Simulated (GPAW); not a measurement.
# HgTe (Coloradoite) (F-43m) in GPAW: convergence with bands over the usual count

Aim: find how far bands over the usual count must go before the results for HgTe (Coloradoite) settle, at PBE. This setting moves, with any that are tied to it; all else stays.

All numbers are computed with GPAW 26.7.0; they aren't measurements. Logs are shortened: lines on timing, memory, paths and dates and some standing lists are left out, and cuts for length are marked. The log counts tension as positive stress, the text compression.

### 1 The crystal as given

It takes space group F-43m (No. 216, cubic). Conventional cell: a = 6.429 Å, b = 6.429 Å, c = 6.429 Å, α = 90.00°, β = 90.00°, γ = 90.00°. Hg (site symmetry -43m) has 4 Te at 2.78 Å as nearest neighbours. Around Te (site symmetry -43m) lie 4 Hg at 2.78 Å.

### 2 With bands over the usual count 0.72

File run.py:

```python
from ase.dft.bandgap import bandgap
from ase.io import read, write
from ase.units import GPa
from gpaw import GPAW, PW

atoms = read('HgTe.xyz')

calc = GPAW(mode=PW(600),
            xc='PBE',
            kpts={'size': (7, 7, 7), 'gamma': True},
            occupations={'name': 'fermi-dirac', 'width': 0.05},
            nbands=13,
            convergence={'density': 1e-05, 'energy': 1e-05},
            maxiter=100,
            txt='gpaw.txt')
atoms.calc = calc
energy = atoms.get_potential_energy()
forces = atoms.get_forces()
stress = atoms.get_stress()
calc.write('gs.gpw')
write('result.traj', atoms)
print(f'Energy: {energy:.6f} eV')
print('Forces (eV/A):')
print(forces.round(4))
print('Stress (GPa):', (stress / GPa).round(3))
print('Fermi level:', round(calc.get_fermi_level(), 4), 'eV')
print(f'Gap: {bandgap(calc)[0]:.4f} eV, direct: {bandgap(calc, direct=True)[0]:.4f} eV')
```

File HgTe.xyz:

```xyz
2
Lattice="0.0000000000 3.2145000000 3.2145000000 3.2145000000 0.0000000000 3.2145000000 3.2145000000 3.2145000000 0.0000000000" Properties=species:S:1:pos:R:3 pbc="T T T"
Hg     0.0000000000      0.0000000000      0.0000000000
Te     4.8217500000      4.8217500000      4.8217500000
```

Potentials or basis: GPAW PAW data sets (gpaw-data 1.2.1), pw.

Command:

```bash
OMP_NUM_THREADS=1 python run.py
```

Run time: 13 s. Hardware: 1 thread of Arm Neoverse V2, shared host; peak memory 0.16 GiB.

What came out:

* Free energy: -4.4269 eV
* Pressure: 4.5 GPa
* Band gap on the k mesh: none (metal or under the smearing width)

### 3 With bands over the usual count 0.8

run.py, as its differences from that of step 2:

```diff
@@ -11,3 +11,3 @@
             occupations={'name': 'fermi-dirac', 'width': 0.05},
-            nbands=13,
+            nbands=14,
             convergence={'density': 1e-05, 'energy': 1e-05},
```

HgTe.xyz is that of step 2.

Potentials or basis: GPAW PAW data sets (gpaw-data 1.2.1), pw.

Command:

```bash
OMP_NUM_THREADS=1 python run.py
```

Run time: 13 s. Hardware: 1 thread of Arm Neoverse V2, shared host; peak memory 0.16 GiB.

The run converged. Its results:

* Free energy: -4.4269 eV
* Pressure: 4.5 GPa
* Band gap on the k mesh: none (metal or under the smearing width)

### 4 With bands over the usual count 0.9

run.py, as its differences from that of step 3:

```diff
@@ -11,3 +11,3 @@
             occupations={'name': 'fermi-dirac', 'width': 0.05},
-            nbands=14,
+            nbands=16,
             convergence={'density': 1e-05, 'energy': 1e-05},
```

HgTe.xyz is that of step 3.

Command:

```bash
OMP_NUM_THREADS=1 python run.py
```

Wall time 14 s (1 thread of Arm Neoverse V2, shared host); peak memory 0.17 GiB.

Results (log left out):

- Free energy: -4.4269 eV
- Pressure: 4.5 GPa
- Band gap on the k mesh: none (metal or under the smearing width)

### 5 With bands over the usual count 1

run.py, as its differences from that of step 4:

```diff
@@ -11,3 +11,3 @@
             occupations={'name': 'fermi-dirac', 'width': 0.05},
-            nbands=16,
+            nbands=18,
             convergence={'density': 1e-05, 'energy': 1e-05},
```

HgTe.xyz is that of step 4.

Command:

```bash
OMP_NUM_THREADS=1 python run.py
```

Wall time 15 s (1 thread of Arm Neoverse V2, shared host); peak memory 0.17 GiB.

Results (log left out):

| Item | Value |
| --- | --- |
| Free energy | -4.4269 eV |
| Pressure | 4.5 GPa |
| Band gap on the k mesh | none (metal or under the smearing width) |

### 6 With bands over the usual count 1.3

run.py, as its differences from that of step 5:

```diff
@@ -11,3 +11,3 @@
             occupations={'name': 'fermi-dirac', 'width': 0.05},
-            nbands=18,
+            nbands=23,
             convergence={'density': 1e-05, 'energy': 1e-05},
```

HgTe.xyz is that of step 5.

Potentials or basis: GPAW PAW data sets (gpaw-data 1.2.1), pw.

Command:

```bash
OMP_NUM_THREADS=1 python run.py
```

Run time: 18 s. Hardware: 1 thread of Arm Neoverse V2, shared host; peak memory 0.17 GiB.

The run converged. Its results:

```yaml
Free_energy: -4.4269 eV
Pressure: 4.5 GPa
Band_gap_on_the_k_mesh: none (metal or under the smearing width)
```

### 7 With bands over the usual count 1.7

run.py, as its differences from that of step 6:

```diff
@@ -11,3 +11,3 @@
             occupations={'name': 'fermi-dirac', 'width': 0.05},
-            nbands=23,
+            nbands=30,
             convergence={'density': 1e-05, 'energy': 1e-05},
```

HgTe.xyz is that of step 6.

Command:

```bash
OMP_NUM_THREADS=1 python run.py
```

Run time: 23 s. Hardware: 1 thread of Arm Neoverse V2, shared host; peak memory 0.18 GiB.

It converged, with:

```
Free energy            : -4.4269 eV
Pressure               : 4.5 GPa
Band gap on the k mesh : none (metal or under the smearing width)
```

### 8 With bands over the usual count 2.5

run.py, as its differences from that of step 7:

```diff
@@ -11,3 +11,3 @@
             occupations={'name': 'fermi-dirac', 'width': 0.05},
-            nbands=30,
+            nbands=44,
             convergence={'density': 1e-05, 'energy': 1e-05},
```

HgTe.xyz is that of step 7.

Potentials or basis: GPAW PAW data sets (gpaw-data 1.2.1), pw.

Command:

```bash
OMP_NUM_THREADS=1 python run.py
```

gpaw.txt:

```text
__  _  _
 | _ |_)|_||  |
 |__||  | ||/\| - 26.7.0

Input parameters:
  mode=PW(ecut=600.0),
  convergence={'density': 1e-05, 'energy': 1e-05},
  kpts=MonkhorstPack(size=(7, 7, 7), gamma=True),
  maxiter=100,
  nbands=44,
  occupations=Occupations(name='fermi-dirac', width=0.05),
  xc=XC(name='PBE')

Diagonalizing LCAO Hamiltonian
Converting LCAO to pw mode

                      Te

       Hg

Atoms  # Å, Bohr magnetons
|   | symbol |        x |        y |        z |    initial magnetic moments |
|---|--------|----------|----------|----------|-----------------------------|
| 0 |     Hg | 0.000000 | 0.000000 | 0.000000 | ( 0.0000,  0.0000,  0.0000) |
| 1 |     Te | 4.821750 | 4.821750 | 4.821750 | ( 0.0000,  0.0000,  0.0000) |

Unit cell  # Å
| periodic |        x |        y |        z |  lengths |    angles |
|----------|----------|----------|----------|----------|-----------|
|      yes | 0.000000 | 3.214500 | 3.214500 | 4.545989 | 60.000000 |
|      yes | 3.214500 | 0.000000 | 3.214500 | 4.545989 | 60.000000 |
|      yes | 3.214500 | 3.214500 | 0.000000 | 4.545989 | 60.000000 |

Number of symmetries: 24
Symmetry operations  # r_c * U_cc + t_c -> r_c
|    | kind |            matrix            |
|----|------|------------------------------|
|  0 |  E   |  1, 0, 0,  0, 1, 0,  0, 0, 1 |
|  1 |  σ   |  1, 0, 0,  0, 0, 1,  0, 1, 0 |
|  2 |  σ   |  1, 0,-1,  0, 1,-1,  0, 0,-1 |
|  3 |  C3  |  1, 0,-1,  0, 0,-1,  0, 1,-1 |
|  4 |  C3  |  1,-1, 0,  0,-1, 1,  0,-1, 0 |
|  5 |  σ   |  1,-1, 0,  0,-1, 0,  0,-1, 1 |
|  6 |  σ   |  0, 1, 0,  1, 0, 0,  0, 0, 1 |
|  7 |  C3  |  0, 1, 0,  0, 0, 1,  1, 0, 0 |
|  8 |  C2  |  0, 1,-1,  1, 0,-1,  0, 0,-1 |
|  9 |  S4  |  0, 1,-1,  0, 0,-1,  1, 0,-1 |
| 10 |  C3  |  0, 0, 1,  1, 0, 0,  0, 1, 0 |
| 11 |  σ   |  0, 0, 1,  0, 1, 0,  1, 0, 0 |
| 12 |  S4  |  0, 0,-1,  1, 0,-1,  0, 1,-1 |
| 13 |  C3  |  0, 0,-1,  0, 1,-1,  1, 0,-1 |
| 14 |  S4  |  0,-1, 1,  1,-1, 0,  0,-1, 0 |
| 15 |  C2  |  0,-1, 1,  0,-1, 0,  1,-1, 0 |
| 16 |  C3  |  0,-1, 0,  1,-1, 0,  0,-1, 1 |
| 17 |  S4  |  0,-1, 0,  0,-1, 1,  1,-1, 0 |
| 18 |  S4  | -1, 1, 0, -1, 0, 1, -1, 0, 0 |
| 19 |  C3  | -1, 1, 0, -1, 0, 0, -1, 0, 1 |
| 20 |  C3  | -1, 0, 1, -1, 1, 0, -1, 0, 0 |
| 21 |  S4  | -1, 0, 1, -1, 0, 0, -1, 1, 0 |
| 22 |  σ   | -1, 0, 0, -1, 1, 0, -1, 0, 1 |
| 23 |  C2  | -1, 0, 0, -1, 0, 1, -1, 1, 0 |

BZ-sampling:
  Number of BZ points: 343
  Number of IBZ points: 20

  Monkhorst-Pack size: [7, 7, 7]
  Monkhorst-Pack shift: [0, 0, 0]

K-points  # in reciprocal-cell coordinates
|     |                                coordinates |     weight |
|-----|--------------------------------------------|------------|
|   0 | (  0.00000000,   0.00000000,   0.00000000) | 0.00291545 |
|   1 | (  0.14285714,   0.14285714,   0.00000000) | 0.01749271 |
|   2 | (  0.14285714,   0.14285714,   0.14285714) | 0.02332362 |
|   3 | (  0.28571429,   0.14285714,   0.14285714) | 0.03498542 |
|   4 | (  0.28571429,   0.28571429,   0.00000000) | 0.01749271 |
|   5 | (  0.28571429,   0.28571429,   0.14285714) | 0.06997085 |
|   6 | (  0.28571429,   0.28571429,   0.28571429) | 0.02332362 |
|   7 | (  0.42857143,  -0.28571429,  -0.28571429) | 0.03498542 |
|   8 | (  0.42857143,   0.28571429,  -0.42857143) | 0.13994169 |
|   9 | (  0.42857143,   0.28571429,  -0.28571429) | 0.06997085 |
| ... |                                            |            |
|  19 | (  0.42857143,   0.42857143,   0.42857143) | 0.02332362 |

Plane wave coefficients: 2239
Cutoff: 600.0 eV

Spin-components: 1 (collinear spins)
Bands:           44
Projectors:      11
Spin-degeneracy: 2
Datatype:        complex128

Parallelization:
  kpt:    1
  domain: 1
  band:   1

Density:
  Valence electrons: 24.0
  Components: 1
  Grid points: [27 27 27]
  Charge: 0.0  # |e|

Potential:
  Grid points: [27 27 27]

species:
  Hg:
    name:    Mercury
    Z:       80.0
    valence: 18
    core:    62
    charge:  0.0  # [|e|]
    compensation charges:
      type: gauss
      rc: 0.41  # [Å]
      lmax: 2
    cutoffs:
      filter: 2.17  # [Å]
      core: 2.06  # [Å]
    projectors
    | kind |    occ | energy [eV] | rcut [Å] |
    |------|--------|-------------|----------|
    |   6s |  2.000 |      -6.783 |    1.307 |
    |   5p |  6.000 |     -66.572 |    1.291 |
    |   6p |  0.000 |      -1.056 |    1.291 |
    |   5d | 10.000 |      -9.891 |    1.302 |
    |    s |        |      20.429 |    1.307 |
    |    d |        |      17.320 |    1.302 |

    Using partial waves for Hg as LCAO basis

  Te:
    name:    Tellurium
    Z:       52.0
    valence: 6
    core:    46
    charge:  0.0  # [|e|]
    compensation charges:
      type: gauss
      rc: 0.36  # [Å]
      lmax: 2
    cutoffs:
      filter: 2.09  # [Å]
      core: 3.17  # [Å]
    projectors
    | kind |    occ | energy [eV] | rcut [Å] |
    |------|--------|-------------|----------|
    |   5s |  2.000 |     -15.089 |    1.180 |
    |   5p |  4.000 |      -5.955 |    1.196 |
    |    s |        |      12.123 |    1.180 |
    |    p |        |      21.256 |    1.196 |
    |    d |        |       0.000 |    1.238 |

    Using partial waves for Te as LCAO basis

Reference energy: -717946.462161  # eV

eigensolver:
  PPCG
  Converge bands: occupied
  niter=2

density mixing:
  MSR1-Mixer
  Pratt-step length: 0.05
  Maximum mixing coefficient: 0.75
  Old densities: 10
  SVD Regularization: 0.005
  Good broyden scale: 1.0
  Trust region scale: 1.0
  Backstep threshold: 4.0
  History deletion threshold: 6.0
  Fourier metric: weight=20.0, sigma=0.015

occupation numbers:
  Fermi-Dirac:
    width: 0.0500  # eV

poisson solver:
  ecut: 4800.0  # eV

xc functional:
  name: PBE with 2 nearest neighbor stencil

convergence criteria:
- Maximum integral of absolute [dens]ity change: 1e-05 electrons / valence electron
- Maximum [total energy] change in last 3 cyles: 1e-05 eV / valence electron
- Maximum integral of absolute [eigenst]ate change: 4e-08 eV^2 / valence electron
maximum number of iterations: 100

SCF iterations
|iter     | |      energy | eigst |  dens |
|---------|-|-------------|-------|-------|
|iter:   1| |   -4.495961 | +0.34 |       |
|iter:   2| |   -4.510058 | -1.94 | -1.45 |
|iter:   3| |   -4.422566 | -2.42 | -1.48 |
|iter:   4| |   -4.419097 | -3.07 | -1.89 |
|iter:   5| |   -4.426424 | -3.16 | -2.25 |
|iter:   6| |   -4.426573 | -4.86 | -3.56 |
|iter:   7| |   -4.426602c| -5.15 | -3.89 |
|iter:   8| |   -4.426603c| -6.73 | -4.28 |
|iter:   9| |   -4.426603c| -7.96c| -5.04c|

Converged in 9 steps
Energy contributions relative to reference atoms: (reference = -717946.462161)

Energy contributions:
  Kinetic:          33.157684
  Coulomb:         -27.725931
  Zero:             -2.009669
  External:          0.000000
  Xc:               -7.848344
  Entropy:          -0.000687
  Spinorbit:         0.000000
  ----------------------------
  Free energy:      -4.426947
  Extrapolated:     -4.426603

dipole moment: (-17.495111, -17.495111, -17.495111)  # |e|*Ang

Fermi level: 4.738
Eigenvalues  # (at kpt = [0.000, 0.000, 0.000])
| band index |      eig [eV] | occ [0-2] |
|------------|---------------|-----------|
|          0 |       -58.854 |     2.000 |
|        ... |               |           |
|          5 |        -2.858 |     2.000 |
|          6 |        -2.858 |     2.000 |
|          7 |        -2.331 |     2.000 |
|          8 |        -2.331 |     2.000 |
|          9 |         4.142 |     2.000 |
|         10 |         4.697 |     1.384 |
[... 8 lines left out ...]
|         19 |        14.576 |     0.000 |
|         20 |        14.576 |     0.000 |
|        ... |               |           |
|         43 |        35.355 |     0.000 |

No gap
No difference between direct/indirect transitions

Forces  # eV/Ang
|        x |        y |        z |
|----------|----------|----------|
| -0.00000 | -0.00000 |  0.00000 |  # Hg   0
|  0.00000 |  0.00000 | -0.00000 |  # Te   1

Stress tensor  # eV/Ang^3
|         x |         y |         z |
|-----------|-----------|-----------|
| -0.028179 | -0.000000 | -0.000000 |
| -0.000000 | -0.028179 |  0.000000 |
| -0.000000 |  0.000000 | -0.028179 |

# Writing to gs.gpw (mode='')
```

It took 33 s on 1 thread of Arm Neoverse V2, shared host; peak memory 0.19 GiB.

What came out:

```yaml
Free_energy: -4.4269 eV
Pressure: 4.5 GPa
Band_gap_on_the_k_mesh: none (metal or under the smearing width)
```

### 9 Result

```
bands over the usual count  energy less the tightest run, at zero smearing (meV/atom)  SCF cycles  CPU time (s)  peak memory (GiB)
                      0.72                                                       0.00          11            13               0.16
                       0.8                                                       0.00          11            13               0.16
                       0.9                                                       0.00          10            14               0.17
                         1                                                       0.00          10            15               0.17
                       1.3                                                       0.00           9            18               0.17
                       1.7                                                       0.00           9            23               0.18
                       2.5                                                       0.00           9            33               0.19
```

Against the tightest run, the energy stays within 1 meV/atom from 0.72 on. The tightest run that finished is the yardstick and may itself not be fully converged.
